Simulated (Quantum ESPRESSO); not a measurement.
# Sb (Fm-3m) in Quantum ESPRESSO: convergence with smearing width

Aim: find how far smearing width must go before the results for Sb settle, at PBE. This setting moves, with any that are tied to it; all else stays.

Everything below comes from runs of Quantum ESPRESSO 7.5. Logs are shortened: lines on timing, memory, paths and dates and some standing lists are left out, and cuts for length are marked.

## Step 1: Starting point

Symmetry: Fm-3m, No. 225, cubic system. The conventional cell has a = 4.742 Å, b = 4.742 Å, c = 4.742 Å, α = 90.00°, β = 90.00°, γ = 90.00°. Sb (site symmetry m-3m) has 12 Sb at 3.35 Å as nearest neighbours.

This isn't the form of Sb at room conditions, which is rhombohedral.

## Step 2: With smearing width 0.5 eV

pw.in reads:

```
&CONTROL
  calculation = 'scf'
  prefix = 'pwscf'
  outdir = './tmp'
  pseudo_dir = './pseudo'
  tprnfor = .true.
  tstress = .true.
  disk_io = 'nowf'
/
&SYSTEM
  ibrav = 0
  nat = 1
  ntyp = 1
  ecutwfc = 100
  nbnd = 36
  occupations = 'smearing'
  smearing = 'fd'
  degauss = 0.03674932
  noncolin = .true.
  lspinorb = .true.
/
&ELECTRONS
  conv_thr = 2d-10
  electron_maxstep = 120
  mixing_beta = 0.5
/
ATOMIC_SPECIES
Sb   121.7600 Sb.upf
CELL_PARAMETERS angstrom
   0.0000000000    2.3712425216    2.3712425216
   2.3712425216    0.0000000000    2.3712425216
   2.3712425216    2.3712425216    0.0000000000
ATOMIC_POSITIONS crystal
Sb     0.0000000000    0.0000000000    0.0000000000
K_POINTS automatic
8 8 8 0 0 0
```

Potentials or basis: PseudoDojo 0.4 FR PBE stringent.

Started as:

```bash
> OMP_NUM_THREADS=1 pw.x -in pw.in > pw.out
```

pw.out:

```text
This program is part of the open-source Quantum ESPRESSO suite
     for quantum simulation of materials; please cite
[... 9 lines left out ...]
     --------------------
     sticks:   dense  smooth     PW     G-vecs:    dense   smooth      PW
     Sum        1111    1111    313                24309    24309    3839

     Using Slab Decomposition

     bravais-lattice index     =            0
     lattice parameter (alat)  =       6.3371  a.u.
     unit-cell volume          =     179.9511 (a.u.)^3
     number of atoms/cell      =            1
     number of atomic types    =            1
     number of electrons       =        23.00
     number of Kohn-Sham states=           36
     kinetic-energy cutoff     =     100.0000  Ry
     charge density cutoff     =     400.0000  Ry
     scf convergence threshold =      2.0E-10
     mixing beta               =       0.5000
     number of iterations used =            8  plain     mixing
     Exchange-correlation= PBE
                           (   1   4   3   4   0   0   0)
     Non magnetic calculation with spin-orbit

     celldm(1)=   6.337089  celldm(2)=   0.000000  celldm(3)=   0.000000
     celldm(4)=   0.000000  celldm(5)=   0.000000  celldm(6)=   0.000000

     crystal axes: (cart. coord. in units of alat)
               a(1) = (   0.000000   0.707107   0.707107 )
               a(2) = (   0.707107   0.000000   0.707107 )
               a(3) = (   0.707107   0.707107   0.000000 )

     reciprocal axes: (cart. coord. in units 2 pi/alat)
               b(1) = ( -0.707107  0.707107  0.707107 )
               b(2) = (  0.707107 -0.707107  0.707107 )
               b(3) = (  0.707107  0.707107 -0.707107 )

     PseudoPot. # 1 for Sb read from file:
     Sb.upf
[... 122 lines left out ...]
   -15.8551 -15.8551 -15.8551 -15.8551 -14.6329 -14.6329 -14.6079 -14.6079
   -14.6079 -14.6079   1.1667   1.1667  18.6988  18.6988  19.9537  19.9537
    19.9537  19.9537  24.5726  24.5726  24.6776  24.6776  24.6776  24.6776
    24.7755  24.7755  26.2795  26.2795
[... 147 lines left out ...]
  -130.2903-130.2903 -89.2464 -89.2464 -80.6627 -80.6627 -80.6622 -80.6622
   -15.8378 -15.8378 -15.8239 -15.8239 -14.6128 -14.6128 -14.5917 -14.5917
   -14.5594 -14.5594   6.6103   6.6103  10.0476  10.0476  11.1431  11.1431
    15.3860  15.3860  19.2921  19.2921  24.3291  24.3291  30.2603  30.2603
    30.6680  30.6681  30.7545  30.7546

          k =-0.7071 0.0000 0.0000 (  3026 PWs)   bands (ev):

  -130.2903-130.2903 -89.2464 -89.2464 -80.6628 -80.6628 -80.6622 -80.6622
   -15.8412 -15.8412 -15.8221 -15.8221 -14.6213 -14.6213 -14.5969 -14.5969
   -14.5408 -14.5408   6.6376   6.6376   9.1626   9.1626  14.2871  14.2871
    14.8029  14.8029  18.3543  18.3543  18.8364  18.8364  34.1070  34.1070
    34.5844  34.5844  35.1771  35.1771
[... 43 lines left out ...]
  -130.2903-130.2903 -89.2464 -89.2464 -80.6627 -80.6627 -80.6622 -80.6622
   -15.8379 -15.8379 -15.8254 -15.8254 -14.6117 -14.6117 -14.5853 -14.5853
   -14.5723 -14.5723   5.9379   5.9379  10.6819  10.6819  11.4383  11.4383
    14.8331  14.8331  22.0596  22.0596  25.6749  25.6749  25.9240  25.9240
    28.8844  28.8844  31.6894  31.6894

          k =-0.7071 0.1768-0.0000 (  3044 PWs)   bands (ev):

  -130.2903-130.2903 -89.2464 -89.2464 -80.6628 -80.6628 -80.6622 -80.6622
   -15.8381 -15.8381 -15.8235 -15.8235 -14.6156 -14.6156 -14.5948 -14.5948
   -14.5505 -14.5505   6.7501   6.7501   9.6127   9.6127  12.9111  12.9111
    13.4733  13.4733  20.5504  20.5504  21.1448  21.1448  30.2770  30.2770
    30.5794  30.5794  35.0091  35.0097

          k =-0.7071 0.3536 0.0000 (  3052 PWs)   bands (ev):

  -130.2903-130.2903 -89.2464 -89.2464 -80.6627 -80.6627 -80.6623 -80.6623
   -15.8340 -15.8340 -15.8259 -15.8259 -14.6109 -14.6109 -14.5861 -14.5861
   -14.5660 -14.5660   6.8746   6.8746  10.7395  10.7395  11.1451  11.1451
    12.6550  12.6550  23.6013  23.6013  25.3231  25.3231  25.4053  25.4053
    26.6480  26.6480  35.5751  35.5754

     the Fermi energy is    14.0898 ev

!    total energy              =    -505.85402915 Ry
     estimated scf accuracy    <          5.9E-11 Ry
     smearing contrib. (-TS)   =      -0.04111787 Ry
     internal energy E=F+TS    =    -505.81291128 Ry

     The total energy is F=E-TS. E is the sum of the following terms:
     one-electron contribution =    -322.59200384 Ry
     hartree contribution      =     156.75466990 Ry
     xc contribution           =     -69.34484643 Ry
     ewald contribution        =    -270.63073091 Ry

     convergence has been achieved in   7 iterations

     Forces acting on atoms (cartesian axes, Ry/au):

     atom    1 type  1   force =     0.00000000    0.00000000    0.00000000

     Total force =     0.000000     Total SCF correction =     0.000000

     Computing stress (Cartesian axis) and pressure

          total   stress  (Ry/bohr**3)                   (kbar)     P=       37.82
   0.00025711   0.00000000  -0.00000000           37.82        0.00       -0.00
   0.00000000   0.00025711  -0.00000000            0.00       37.82       -0.00
   0.00000000  -0.00000000   0.00025711            0.00       -0.00       37.82

=------------------------------------------------------------------------------=
   JOB DONE.
=------------------------------------------------------------------------------=
```

Wall time 1.8 min (1 thread of Arm Neoverse V1, shared host); peak memory 0.19 GiB.

Results:

```
Free energy            : -6882.4947 eV
Pressure               : 3.8 GPa
Band gap on the k mesh : none (metal or under the smearing width)
```

## Step 3: With smearing width 0.3 eV

Changes to pw.in since step 2:

```diff
@@ -17,3 +17,3 @@
   smearing = 'fd'
-  degauss = 0.03674932
+  degauss = 0.02204959
   noncolin = .true.
```

Potentials or basis: PseudoDojo 0.4 FR PBE stringent.

Started as:

```bash
> OMP_NUM_THREADS=1 pw.x -in pw.in > pw.out
```

Run time: 1.8 min. Hardware: 1 thread of Arm Neoverse V1, shared host; peak memory 0.19 GiB.

Results:

```
Free energy            : -6882.3130 eV
Pressure               : 2.9 GPa
Band gap on the k mesh : none (metal or under the smearing width)
```

## Step 4: With smearing width 0.2 eV

Changes to pw.in since step 3:

```diff
@@ -17,3 +17,3 @@
   smearing = 'fd'
-  degauss = 0.02204959
+  degauss = 0.01469973
   noncolin = .true.
```

Started as:

```bash
> OMP_NUM_THREADS=1 pw.x -in pw.in > pw.out
```

Run time: 1.8 min. Hardware: 1 thread of Arm Neoverse V1, shared host; peak memory 0.19 GiB.

Results:

- Free energy: -6882.2553 eV
- Pressure: 2.6 GPa
- Band gap on the k mesh: none (metal or under the smearing width)

## Step 5: With smearing width 0.136 eV

Changes to pw.in since step 4:

```diff
@@ -17,3 +17,3 @@
   smearing = 'fd'
-  degauss = 0.01469973
+  degauss = 0.00999582
   noncolin = .true.
```

Started as:

```bash
> OMP_NUM_THREADS=1 pw.x -in pw.in > pw.out
```

It took 1.8 min on 1 thread of Arm Neoverse V1, shared host; peak memory 0.19 GiB.

Results:

```yaml
Free_energy: -6882.2303 eV
Pressure: 2.6 GPa
Band_gap_on_the_k_mesh: none (metal or under the smearing width)
```

## Step 6: With smearing width 0.1 eV

Changes to pw.in since step 5:

```diff
@@ -17,3 +17,3 @@
   smearing = 'fd'
-  degauss = 0.00999582
+  degauss = 0.00734986
   noncolin = .true.
```

Potentials or basis: PseudoDojo 0.4 FR PBE stringent.

Started as:

```bash
> OMP_NUM_THREADS=1 pw.x -in pw.in > pw.out
```

Run time: 1.8 min. Hardware: 1 thread of Arm Neoverse V1, shared host; peak memory 0.19 GiB.

The run converged. Its results:

```yaml
Free_energy: -6882.2199 eV
Pressure: 2.7 GPa
Band_gap_on_the_k_mesh: none (metal or under the smearing width)
```

## Step 7: With smearing width 0.05 eV

Changes to pw.in since step 6:

```diff
@@ -17,3 +17,3 @@
   smearing = 'fd'
-  degauss = 0.00734986
+  degauss = 0.00367493
   noncolin = .true.
```

Started as:

```bash
> OMP_NUM_THREADS=1 pw.x -in pw.in > pw.out
```

Run time: 1.8 min. Hardware: 1 thread of Arm Neoverse V1, shared host; peak memory 0.19 GiB.

It converged, with:

* Free energy: -6882.2091 eV
* Pressure: 2.9 GPa
* Band gap on the k mesh: none (metal or under the smearing width)

## Step 8: With smearing width 0.025 eV

Changes to pw.in since step 7:

```diff
@@ -17,3 +17,3 @@
   smearing = 'fd'
-  degauss = 0.00367493
+  degauss = 0.00183747
   noncolin = .true.
```

Started as:

```bash
> OMP_NUM_THREADS=1 pw.x -in pw.in > pw.out
```

It took 1.8 min on 1 thread of Arm Neoverse V1, shared host; peak memory 0.19 GiB.

It converged, with:

```
Free energy            : -6882.2058 eV
Pressure               : 2.9 GPa
Band gap on the k mesh : none (metal or under the smearing width)
```

## Step 9: With smearing width 0.01 eV

Changes to pw.in since step 8:

```diff
@@ -17,3 +17,3 @@
   smearing = 'fd'
-  degauss = 0.00183747
+  degauss = 0.00073499
   noncolin = .true.
```

Potentials or basis: PseudoDojo 0.4 FR PBE stringent.

Started as:

```bash
> OMP_NUM_THREADS=1 pw.x -in pw.in > pw.out
```

Run time: 1.8 min. Hardware: 1 thread of Arm Neoverse V1, shared host; peak memory 0.19 GiB.

Results (log left out):

```yaml
Free_energy: -6882.2041 eV
Pressure: 2.9 GPa
Band_gap_on_the_k_mesh: none (metal or under the smearing width)
```

## Step 10: The series at a glance

```tsv
smearing width	energy less the tightest run, at zero smearing (meV/atom)	pressure (GPa)	SCF cycles	CPU time (s)	peak memory (GiB)
0.5 eV	-11.38	3.78	7	110	0.19
0.3 eV	-5.75	2.89	7	110	0.19
0.2 eV	-5.56	2.65	7	110	0.19
0.136 eV	-4.75	2.62	7	110	0.19
0.1 eV	-3.35	2.68	7	110	0.19
0.05 eV	-1.47	2.86	7	110	0.19
0.025 eV	-0.79	2.93	7	110	0.19
0.01 eV	0.00	2.93	7	110	0.19
```

Against the tightest run, the energy stays within 1 meV/atom from 0.025 eV on; the pressure stays within 0.1 GPa from 0.05 eV on. Narrower smearing needs a denser k mesh, so at a fixed mesh the narrowest width isn't the most accurate. The tightest run that finished is the yardstick and may itself not be fully converged.
